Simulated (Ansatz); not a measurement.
# Optical constants of C

Level of theory: DFT PBE+D3(BJ), scalar-relativistic, plane waves, PAW in Ansatz 0.2.0. Plane waves to 420 eV; Γ-centred k mesh 18×18×6; Fermi-Dirac smearing of 0.15 eV. No spin polarisation.

Equilibrium structure at this level:
```xyz
4
Lattice="2.4650 0.0000 0.0000 -1.2325 2.1347 0.0000 0.0000 0.0000 6.7384" Properties=species:S:1:pos:R:3 pbc="T T T"
C     0.0000    0.0000    0.0168
C     0.0000    0.0000    3.3861
C     0.0000    1.4232    0.0168
C     1.2325    0.7116    3.3861
```

In a metal these results depend on the k mesh and the smearing.

Independent-particle response (no local fields, no excitons) on a 30×30×10 mesh, broadened by 0.1 eV; the Drude term is undamped and its weight carries the smearing above, which sets much of it in a semimetal. The run couldn't bound its error over part or most of this range, so small peaks and near ties are unsure. Light polarised along y. ε₁ lacks the small share of bands above those solved.

Task: Tabulate ε₁ and ε₂ against photon energy.

Result:
```csv
E (eV),ε₁,ε₂
0.1,-252.29,20.54
0.4,5.24,23.39
0.7,3.30,19.99
1.0,4.86,13.11
1.3,5.57,10.78
1.6,5.69,9.59
1.9,5.68,8.76
2.2,5.72,8.27
2.5,5.79,8.07
2.8,5.90,8.17
3.1,6.04,8.62
3.4,6.21,9.71
3.7,5.28,12.22
4.0,2.49,16.02
4.3,-6.91,12.14
4.6,-5.45,6.09
4.9,-3.97,4.13
5.2,-2.98,3.00
5.5,-2.17,2.23
5.8,-1.50,1.70
6.1,-0.93,1.32
6.4,-0.44,1.04
6.7,-0.01,0.83
7.0,0.36,0.66
7.3,0.70,0.54
7.6,1.01,0.44
7.9,1.31,0.36
8.2,1.58,0.30
8.5,1.85,0.25
8.8,2.12,0.21
9.1,2.39,0.18
9.4,2.68,0.16
9.7,3.00,0.14
10.0,3.34,0.14
10.3,3.78,0.14
10.6,4.30,0.22
10.9,4.96,0.32
11.2,6.23,0.43
11.5,6.90,3.65
11.8,5.61,4.03
```

Task: Where is the highest local maximum of ε₂ between 0.3 and 12 eV?

Result: At 0.5 eV, where ε₂ = 23.9.

Cost: 1 run of about 16 core-minutes, on AMD EPYC 7R43 (Zen 3) (shared hosts).